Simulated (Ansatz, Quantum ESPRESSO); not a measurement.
Given: the input of a run of Ansatz 0.2.0 on La. This isn't the form of La at room conditions, which is double hcp.

The input input.yaml:

```yaml
crystal:
  lattice:
    - [3.75, 0.0, 0.0]
    - [-1.875, 3.2475952642, 0.0]
    - [0.0, 0.0, 6.07]
  atoms:
    - { symbol: La, position: [0.6666666667, 0.3333333333, 0.75] }
    - { symbol: La, position: [0.3333333333, 0.6666666667, 0.25] }
hamiltonian:
  xc: pbe
  pseudopotentials: { kind: paw, azcp: { folder: soft_1 } }
kpoints:
  mp_grid: { grid: [8, 8, 5] }
scf:
  occupations: { method: fermi_dirac, width: 0.05 }
output:
  forces: true
  stress: true
  eigenvalues: true
  write_density: true
  write_potential: true
  elf: true
  volumetric_format: npy
```

Potentials or basis: Ansatz PAW soft_1.

Run with:

```console
$ ansatz run input.yaml --threads 1 --pin off --max-ram 3584MiB --backend cpu --events-out ev --progress --plain --runs-dir out
```

**Question.** What does the same run look like in Quantum ESPRESSO 7.5? Potentials or basis there: SSSP 1.3 efficiency PBE, cutoff 748 eV.

**Answer.** As run (cutoffs and basis follow the program's own potentials, and thresholds, step limits or extra output files can differ):

pw.in

```
&CONTROL
  calculation = 'scf'
  prefix = 'pwscf'
  outdir = './tmp'
  pseudo_dir = './pseudo'
  tprnfor = .true.
  tstress = .true.
  disk_io = 'nowf'
/
&SYSTEM
  ibrav = 0
  nat = 2
  ntyp = 1
  ecutwfc = 55
  ecutrho = 440
  nbnd = 18
  occupations = 'smearing'
  smearing = 'fd'
  degauss = 0.00367493
/
&ELECTRONS
  conv_thr = 4d-10
  electron_maxstep = 120
  mixing_beta = 0.5
/
ATOMIC_SPECIES
La   138.9055 La.paw.z_11.atompaw.wentzcovitch.v1.2.upf
CELL_PARAMETERS angstrom
   3.7500000000    0.0000000000    0.0000000000
  -1.8750000000    3.2475952642    0.0000000000
   0.0000000000    0.0000000000    6.0700000000
ATOMIC_POSITIONS crystal
La     0.6666666667    0.3333333333    0.7500000000
La     0.3333333333    0.6666666667    0.2500000000
K_POINTS automatic
8 8 5 0 0 0
```

Potentials or basis: SSSP 1.3 efficiency PBE.

Launch:

```console
$ OMP_NUM_THREADS=1 pw.x -in pw.in > pw.out
```

Both were run:

|  | Ansatz | Quantum ESPRESSO |
| --- | --- | --- |
| Pressure | 0.7 GPa | 0.8 GPa |

Ansatz's pressure holds a Pulay term of +0.01 GPa for its cutoff of 420 eV, which the other run lacks.

Where Ansatz's input types no cutoff or centring, it takes its own default and a Γ-centred mesh.

Pressure is positive in compression.
